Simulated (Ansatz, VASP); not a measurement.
## HgTe: VASP beside Ansatz

```xyz
2
Lattice="0.0000 2.9656 2.9656 2.9656 0.0000 2.9656 2.9656 2.9656 0.0000" Properties=species:S:1:pos:R:3 pbc="T T T"
Hg    0.0000    0.0000    0.0000
Te    4.4484    4.4484    4.4484
```

Change from the starting cell: strain -0.080 along x and y, -0.080 along z, atoms carried along.

Alike in both runs: task single point; functional PBEsol; k mesh 14 × 14 × 14; occupations gaussian, width 0.15 eV; no spin polarisation.

|  | VASP | Ansatz |
| --- | --- | --- |
| version | VASP 6.6.1 | Ansatz 0.2.0 |
| potentials or method | VASP PAW PBE potentials, release 64 (Hg, Te) | scalar-relativistic, plane waves, PAW |
| plane-wave cutoff (eV) | 520 | 420 |
| valence electrons in the cell | 18 | 36 |

|  | VASP | Ansatz | Ansatz less VASP |
| --- | --- | --- | --- |
| gap on the k mesh at the Fermi level (eV) | none | none | - |
| pressure (GPa) | 24.5 | 24.1 | -0.44 |

A gap of «none» marks a metal or a gap that the smearing closes. The two sets of potentials don't hold the same shells in valence.

Caveats: so large a pressure means that the cell lies far from this level's equilibrium, or that cutoff or potentials fall short (VASP); the potentials were made for another functional, which shifts forces and pressure (VASP). The runs have no spin-orbit coupling, so splittings on Hg, Te are missing.
